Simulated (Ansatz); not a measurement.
# Nb (Im-3m) in Ansatz: a series of runs

Runs on Nb. Level: r2SCAN. Tasks: single point, equation of state.

Program: Ansatz 0.2.0. These are calculated values, not measurements. Logs are shortened: lines on timing, memory, paths and dates and some standing lists are left out, and cuts for length are marked.

**Experimental background.**

“Pressure effects on the electronic structure and superconductivity of (TaNb)0.67(HfZrTi)0.33 high entropy alloy”, 2019, arxiv:1910.08312 quotes, for a bulk crystal of Nb: bulk modulus 169 GPa.

The runs below are set against these values where they give the same quantity.

## (1) The structure

The structure is cubic, space group Im-3m (No. 229). Conventional cell: a = 3.328 Å, b = 3.328 Å, c = 3.328 Å, α = 90.00°, β = 90.00°, γ = 90.00°. Nb (site symmetry m-3m) is surrounded by 8 Nb at 2.88 Å.

## (2) Single point, r2SCAN, 17.32 Å³/atom (volume scaled by 0.94)

Input file input.yaml:

```yaml
crystal:
  lattice:
    - [-1.6299823056, 1.6299823056, 1.6299823056]
    - [1.6299823056, -1.6299823056, 1.6299823056]
    - [1.6299823056, 1.6299823056, -1.6299823056]
  atoms:
    - { symbol: Nb, position: [0.0, 0.0, 0.0] }
hamiltonian:
  xc: r2scan
  pseudopotentials: { kind: paw }
kpoints:
  mp_grid: { grid: [11, 11, 11] }
scf:
  occupations: { method: fermi_dirac, width: 0.05 }
output:
  forces: true
  stress: true
  eigenvalues: true
```

Potentials or basis: Ansatz PAW.

The run is started by

```sh
ansatz run input.yaml --threads 2 --pin off --max-ram 5632MiB --backend cpu --events-out ev --progress --plain --runs-dir out
```

The program printed:

```text
Warning: RAYON_NUM_THREADS=2 ignored (pool sized by the plan → 2); use --threads N
Engine: ansatz 0.2.0, x86_64-unknown-linux-gnu
Pseudopotentials: kind: paw
Pseudopotential: Nb, paw, valence charge 13, recommended cutoff 500 eV (meta_gga), Nb.paw.azcp
Functional definition: r2SCAN
  parameter k0 = 0.174
  parameter k1 = 0.065
  parameter a1 = 4.9479
  exchange = r2scan_x(k0 = k0, k1 = k1, a1 = a1)
  correlation = r2scan_c
Crystal: 1 atoms, lattice volume = 17.322 Å³
Basis set: ecut = 500 eV, 429 PW (Γ), exchange–correlation on 96×96×96 points (64 copies of the dense FFT grid, shifted against one another)
Bands: 11, of which v1, the nominal top of the filled ones, is band 7 counted from 1 (6 counted from 0)
Symmetry: 48 space group operations
Space group: Im-3m (ITA 229), of the structure as read, at distance tolerance 2.6e-5 Å
k-points: 56 of 1331
Non-local potential: Nb, projectors of the file, l = 0: 3, l = 1: 2, l = 2: 2, l = 3: 1
PAW form: soft (Blöchl's): semilocal exchange-correlation on the pseudo side does not see the compensation charge
PAW frozen core: Nb, regenerated for the run's functional (the file was generated under x = pbe(κ = 0.804, μ = 0.2195149727645171), c = pbe(β = 0.06672455060314922))
PAW one-centre angular grid: Nb, 590 points (default); XC on 160 Gauss nodes
Initial density: superposition of atomic densities (neutral atoms: chi_scale 0, normalization atom), corrected by the library's trained network
Initial wavefunctions: pseudopotential atomic-orbital guess
Functional: x = r2scan, c = r2scan; τ floored in thin density (d = 2e-4 eV/Å³)
SCF iter   1: F=—  HF=-4563.611602 eV  |F-HF|=—  |Δ(HF+E_count)|=         —  Δρ=1.07e-2  dr2=1.61e-2  dr2_τ=1.07e-2  ethr=1.77e-3  ⟨swp⟩=5.4  Hψ=3777  notcnv=0
preconditioner: auto → none  [metal: Δε(μ)=0.067 eV  Ē_g=8.377 eV  σ=0.050 eV  W_gap=0.31  n_scr=0 (ndim 8)  ℏωp=19.9 eV  f_vac=0.000  D(μ)=1.70/eV (n_scr^D=18)]
SCF iter   2: F=—  HF=-4563.609459 eV  |F-HF|=—  |Δ(HF+E_count)|=   2.14e-3  Δρ=3.50e-3  dr2=6.58e-4  dr2_τ=6.21e-4  ethr=1.24e-4  ⟨swp⟩=2.9  Hψ=1568  notcnv=0  defer=10
SCF iter   3: F=—  HF=-4563.609806 eV  |F-HF|=—  |Δ(HF+E_count)|=   3.47e-4  Δρ=1.41e-3  dr2=9.76e-5  dr2_τ=1.97e-5  ethr=5.06e-6  ⟨swp⟩=1.8  Hψ=821  notcnv=0  defer=10
SCF iter   4: F=—  HF=-4563.609898 eV  |F-HF|=—  |Δ(HF+E_count)|=   9.20e-5  Δρ=8.36e-5  dr2=6.13e-7  dr2_τ=6.08e-8  ethr=7.51e-7  ⟨swp⟩=3.0  Hψ=966  notcnv=0  defer=10
iter 5 did not close the SCF: its close was put off for the readings that it lacked (scf_convergence_deferred on its scf_iter line)
SCF iter   5: F=-4563.609898 eV  HF=-4563.609898 eV  |F-HF|=9.09e-13  |Δ(HF+E_count)|=   3.04e-7  Δρ=3.06e-5  dr2=8.25e-8  dr2_τ=4.15e-8  ethr=4.72e-9  ⟨swp⟩=2.0  Hψ=966  notcnv=0  defer=10
SCF iter   6: F=-4563.609898 eV  HF=-4563.609898 eV  |F-HF|=7.65e-10  |Δ(HF+E_count)|=   1.61e-8  Δρ=7.26e-6  dr2=4.67e-9  dr2_τ=4.76e-10  ethr=6.35e-10  ⟨swp⟩=2.7  Hψ=2295  notcnv=0
SCF 1 converged in 6 iterations: F = -4563.609898 eV  dr2 = 4.67e-9
SCF converged after 6 iterations
Free energy (F): -4563.609898 eV
Harris-Foulkes:  -4563.609898 eV  (|F-HF|=7.65e-10)
Internal energy: -4563.595645 eV  (E = F + TS)
E sigma→0 (E₀):  -4563.602772 eV
Entropy (-TS):   -0.014253 eV (-14.253 meV/atom)
Fermi energy:    18.511720 eV
--- Per-component energies (eV) ---
  E_band       = -67.578405
  E_kinetic    = 395.976274
  E_local      = -668.071679  (includes V_loc(G=0)·N_el)
  E_nonlocal   = 119.691818
  E_hartree    = 208.067370
  E_xc         = -170.337089
  E_vxc        = -237.804680  (∫ρ·V_xc dr)
  E_paw        = -3090.399142  (= ΣΔE_a)
  E_vpaw       = -108.505962  (= ΣTr[D̂ρ^β])
  E_aug_tail   = 0.000004  (compensation charges beyond the density's cutoff)
  E_vtau       = 14.999821  (kinetic-family band-sum trace: ∫τ·v_τ [+ j·A + Jᵃ·Aᵃ] dr)
  E_ewald      = -1358.330770
  E_core_change = -0.192431  (= ΣΔE_core)
  E_smearing   = -0.014253  (= −TS)
  E_closure    = -0.000000  (closes the sum)
  Σ components = -4563.609898   (vs F -4563.609898, Δ=0.00e0)
--- Forces (eV/Å), atoms counted from 1 ---
  atom   1  Nb    -0.00000000    -0.00000000     0.00000000
  max |Σ_I F_I| component: 1.59e-32 eV/Å
--- Stress (GPa, compression-positive) ---
        8.371840      -0.000000       0.000000
        0.000000       8.371840      -0.000000
       -0.000000       0.000000       8.371840
  P = ⅓ Tr σ = 8.3718 GPa (83.718 kbar)
--- Band table (eV; the first three rows and the last of 56) ---
  k-point 0: bands = ["-37.5544", "-11.9989", "-11.9989", "-11.9989", "12.2296", "18.9755", "18.9755", "18.9755", "22.2325", "22.2325", "33.4040"]
  k-point 1: bands = ["-37.5300", "-12.1391", "-12.0407", "-12.0003", "12.5984", "18.7435", "18.9056", "19.3316", "21.8964", "22.2307", "33.7006"]
  k-point 2: bands = ["-37.4640", "-12.5043", "-12.1511", "-12.0039", "13.5492", "18.1811", "18.6039", "20.3625", "21.5421", "22.2739", "34.1045"]
  k-point 55: bands = ["-37.0312", "-13.1028", "-13.0762", "-13.0762", "14.5170", "14.5809", "24.0165", "24.0165", "24.5095", "27.9760", "29.2938"]
```

Wall time 2.6 s (2 threads of Intel Xeon at 2.50GHz (Skylake/Cascade Lake), shared host); peak memory 0.36 GiB.

Results:

```yaml
Free_energy: -4563.6099 eV
Pressure: 8.4 GPa
Band_gap_on_the_k_mesh: none (metal or under the smearing width)
```

Caveat: the PAW data sets come from PBE, with cores solved anew for the run's functional, which leaves a small shift of forces and pressure.

## (3) Single point, r2SCAN, 17.69 Å³/atom (volume scaled by 0.96)

input.yaml: that of step 2 with these lines changed.

```diff
@@ -2,5 +2,5 @@
   lattice:
-    - [-1.6299823056, 1.6299823056, 1.6299823056]
-    - [1.6299823056, -1.6299823056, 1.6299823056]
-    - [1.6299823056, 1.6299823056, -1.6299823056]
+    - [-1.6414614324, 1.6414614324, 1.6414614324]
+    - [1.6414614324, -1.6414614324, 1.6414614324]
+    - [1.6414614324, 1.6414614324, -1.6414614324]
   atoms:
```

Potentials or basis: Ansatz PAW.

The run is started by

```sh
ansatz run input.yaml --threads 2 --pin off --max-ram 5632MiB --backend cpu --events-out ev --progress --plain --runs-dir out
```

Run time: 2.8 s. Hardware: 2 threads of Intel Xeon at 2.50GHz (Skylake/Cascade Lake), shared host; peak memory 0.36 GiB.

It converged, with:

```yaml
Free_energy: -4563.6243 eV
Pressure: 4.2 GPa
Band_gap_on_the_k_mesh: none (metal or under the smearing width)
```

Caveat: the PAW data sets come from PBE, with cores solved anew for the run's functional, which leaves a small shift of forces and pressure.

## (4) Single point, r2SCAN, 18.06 Å³/atom (volume scaled by 0.98)

Input file input.yaml:

```yaml
crystal:
  lattice:
    - [-1.6527822138, 1.6527822138, 1.6527822138]
    - [1.6527822138, -1.6527822138, 1.6527822138]
    - [1.6527822138, 1.6527822138, -1.6527822138]
  atoms:
    - { symbol: Nb, position: [0.0, 0.0, 0.0] }
hamiltonian:
  xc: r2scan
  pseudopotentials: { kind: paw }
kpoints:
  mp_grid: { grid: [11, 11, 11] }
scf:
  occupations: { method: fermi_dirac, width: 0.05 }
output:
  forces: true
  stress: true
  eigenvalues: true
  write_density: true
  write_potential: true
  elf: true
  volumetric_format: npy
```

The run is started by

```sh
ansatz run input.yaml --threads 2 --pin off --max-ram 5632MiB --backend cpu --events-out ev --progress --plain --runs-dir out
```

Wall time 3.2 s (2 threads of Intel Xeon at 2.50GHz (Skylake/Cascade Lake), shared host); peak memory 0.36 GiB.

The run converged. Its results:

* Free energy: -4563.6295 eV
* Pressure: 0.3 GPa
* Band gap on the k mesh: none (metal or under the smearing width)

Caveat: the PAW data sets come from PBE, with cores solved anew for the run's functional, which leaves a small shift of forces and pressure.

## (5) Single point, r2SCAN, 18.43 Å³/atom

input.yaml: that of step 4 with these lines changed.

```diff
@@ -2,5 +2,5 @@
   lattice:
-    - [-1.6527822138, 1.6527822138, 1.6527822138]
-    - [1.6527822138, -1.6527822138, 1.6527822138]
-    - [1.6527822138, 1.6527822138, -1.6527822138]
+    - [-1.66395, 1.66395, 1.66395]
+    - [1.66395, -1.66395, 1.66395]
+    - [1.66395, 1.66395, -1.66395]
   atoms:
```

The run is started by

```sh
ansatz run input.yaml --threads 2 --pin off --max-ram 5632MiB --backend cpu --events-out ev --progress --plain --runs-dir out
```

It took 4.1 s on 2 threads of Intel Xeon at 2.50GHz (Skylake/Cascade Lake), shared host; peak memory 0.36 GiB.

The run converged. Its results:

```
Free energy            : -4563.6261 eV
Pressure               : -3.2 GPa
Band gap on the k mesh : none (metal or under the smearing width)
```

Caveat: the PAW data sets come from PBE, with cores solved anew for the run's functional, which leaves a small shift of forces and pressure.

## (6) Single point, r2SCAN, 18.80 Å³/atom (volume scaled by 1.02)

Input file input.yaml:

```yaml
crystal:
  lattice:
    - [-1.6749698576, 1.6749698576, 1.6749698576]
    - [1.6749698576, -1.6749698576, 1.6749698576]
    - [1.6749698576, 1.6749698576, -1.6749698576]
  atoms:
    - { symbol: Nb, position: [0.0, 0.0, 0.0] }
hamiltonian:
  xc: r2scan
  pseudopotentials: { kind: paw }
kpoints:
  mp_grid: { grid: [11, 11, 11] }
scf:
  occupations: { method: fermi_dirac, width: 0.05 }
output:
  forces: true
  stress: true
  eigenvalues: true
```

Potentials or basis: Ansatz PAW.

The run is started by

```sh
ansatz run input.yaml --threads 2 --pin off --max-ram 5632MiB --backend cpu --events-out ev --progress --plain --runs-dir out
```

Wall time 3.5 s (2 threads of Intel Xeon at 2.50GHz (Skylake/Cascade Lake), shared host); peak memory 0.35 GiB.

Results (log left out):

| Item | Value |
| --- | --- |
| Free energy | -4563.6150 eV |
| Pressure | -6.4 GPa |
| Band gap on the k mesh | none (metal or under the smearing width) |

Caveat: the PAW data sets come from PBE, with cores solved anew for the run's functional, which leaves a small shift of forces and pressure.

## (7) Single point, r2SCAN, 19.17 Å³/atom (volume scaled by 1.04)

input.yaml: that of step 6 with these lines changed.

```diff
@@ -2,5 +2,5 @@
   lattice:
-    - [-1.6749698576, 1.6749698576, 1.6749698576]
-    - [1.6749698576, -1.6749698576, 1.6749698576]
-    - [1.6749698576, 1.6749698576, -1.6749698576]
+    - [-1.68584659, 1.68584659, 1.68584659]
+    - [1.68584659, -1.68584659, 1.68584659]
+    - [1.68584659, 1.68584659, -1.68584659]
   atoms:
```

The run is started by

```sh
ansatz run input.yaml --threads 2 --pin off --max-ram 5632MiB --backend cpu --events-out ev --progress --plain --runs-dir out
```

Wall time 3.4 s (2 threads of Intel Xeon at 2.50GHz (Skylake/Cascade Lake), shared host); peak memory 0.36 GiB.

Results (log left out):

```yaml
Free_energy: -4563.5968 eV
Pressure: -9.3 GPa
Band_gap_on_the_k_mesh: none (metal or under the smearing width)
```

Caveat: the PAW data sets come from PBE, with cores solved anew for the run's functional, which leaves a small shift of forces and pressure.

## (8) Single point, r2SCAN, 19.53 Å³/atom (volume scaled by 1.06)

input.yaml: that of step 7 with these lines changed.

```diff
@@ -2,5 +2,5 @@
   lattice:
-    - [-1.68584659, 1.68584659, 1.68584659]
-    - [1.68584659, -1.68584659, 1.68584659]
-    - [1.68584659, 1.68584659, -1.68584659]
+    - [-1.6965847559, 1.6965847559, 1.6965847559]
+    - [1.6965847559, -1.6965847559, 1.6965847559]
+    - [1.6965847559, 1.6965847559, -1.6965847559]
   atoms:
```

The run is started by

```sh
ansatz run input.yaml --threads 2 --pin off --max-ram 5632MiB --backend cpu --events-out ev --progress --plain --runs-dir out
```

Run time: 3.5 s. Hardware: 2 threads of Intel Xeon at 2.50GHz (Skylake/Cascade Lake), shared host; peak memory 0.35 GiB.

The run converged. Its results:

```yaml
Free_energy: -4563.5723 eV
Pressure: -12.0 GPa
Band_gap_on_the_k_mesh: none (metal or under the smearing width)
```

Caveat: the PAW data sets come from PBE, with cores solved anew for the run's functional, which leaves a small shift of forces and pressure.

## (9) Equation of state, r2SCAN

Potentials or basis: Ansatz PAW.

This step only gathers the single runs of the series.

What came out:

| Quantity | Value |
| --- | --- |
| Equilibrium volume | 18.09 Å³/atom |
| Bulk modulus | 180 GPa |
| Pressure derivative of the bulk modulus | 3.5 |

Energy against volume, from the lowest point:
| volume (Å³/atom) | energy (meV/atom) |
| --- | --- |
| 17.322 | 19.58 |
| 17.691 | 5.18 |
| 18.060 | 0.00 |
| 18.428 | 3.33 |
| 18.797 | 14.47 |
| 19.165 | 32.63 |
| 19.534 | 57.18 |

Caveat: the PAW data sets were made with another functional, which shifts forces and pressure a little.

## (10) How close it comes

Step 9. Against the measured bulk modulus of Nb, 169 GPa (quoted in “Pressure effects on the electronic structure and superconductivity of (TaNb)0.67(HfZrTi)0.33 high entropy alloy”, 2019, arxiv:1910.08312), the calculated 180 GPa is off by +6.2 %. The fit is for a static lattice scaled at fixed shape and fixed fractional positions.
